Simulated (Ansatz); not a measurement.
Runs of Ansatz 0.2.0 on Ru. It takes space group P6_3/mmc (No. 194, hexagonal). Conventional cell: a = 2.706 Å, b = 2.706 Å, c = 4.282 Å, α = 90.00°, β = 90.00°, γ = 120.00°. Around Ru (site symmetry -6m2) lie 12 Ru at 2.65 to 2.71 Å. 

```csv
level,cell,cutoff (eV),target pressure (GPa),gap on the mesh (eV),pressure (GPa),relaxed volume (Å³/atom)
r2SCAN,relaxed,500,-,none,0.0,(a)
BLYP,relaxed,420,-,none,0.0,14.42
RPBE,relaxed,420,-,none,0.0,13.97
r2SCAN,relaxed to 10 GPa,500,10,none,10.0,-
r2SCAN,relaxed to 5 GPa,500,5,none,5.0,-
```

Alike in all rows: task relaxation of cell and atoms; potentials or basis Ansatz PAW; no spin polarisation; k mesh 11 × 11 × 6; smearing fermi-dirac 0.05 eV.

**Question.** Estimate the missing entries.

**Answer.** (a) 13.49.

Caveats: the plane-wave basis is chosen anew once the cell has moved, so the energies of steps on either side of that aren't comparable; the PAW data sets come from PBE, with cores solved anew for the run's functional, which leaves a small shift of forces and pressure.

A k mesh can miss the band edges, and the runs leave out spin-orbit coupling on Ru.

A gap of «none» marks a metal or a gap under the smearing width.
